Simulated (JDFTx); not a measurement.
CdO (Monteponite) under changes of volume

One of the cells (12.970 Å³/atom); the others are scaled copies at fixed shape and fractional positions:

```
Cd O
1.0
     0.00000    2.34950    2.34950
     2.34950    0.00000    2.34950
     2.34950    2.34950    0.00000
Cd O
1 1
Direct
  0.00000 0.00000 0.00000
  0.50000 0.50000 0.50000
```

| Quantity | Value |
| --- | --- |
| Program | JDFTx 1.7.0 (patched build) |
| Functional | PBEsol |
| Potentials or basis | PseudoDojo-SR-PBEsol-0.4.1-standard with smoothed tails |
| Cutoff | 1388 eV |
| Density cutoff | 11102 eV |
| k mesh | 10 × 10 × 10 |
| Occupations | fermi-dirac, width 0.05 eV |
| Spin | no spin polarisation |

```tsv
volume (Å³/atom)	energy over the lowest point (meV/atom)	pressure (GPa)
12.191	19.79	9.4
12.451	7.61	5.6
12.710	1.22	2.2
12.970	0.00	-0.8
13.229	3.36	-3.5
13.488	?	?
13.748	21.90	-8.0
```

Q: What does the run at 13.488 Å³/atom give?

A: Energy over the lowest point 10.81 meV/atom; pressure -5.8 GPa.

Worked out: A Birch-Murnaghan fit of order 3 (a polynomial in V^(-2/3)) to the other rows has its minimum at 12.91 Å³/atom with B0 = V·E''(V) = 145 GPa and B' = 4.7. It gives 10.79 meV/atom at 13.488 Å³/atom, against the run's 10.81, and -dE/dV = -5.8 GPa, against -5.8.

Energies are extrapolated to zero smearing.
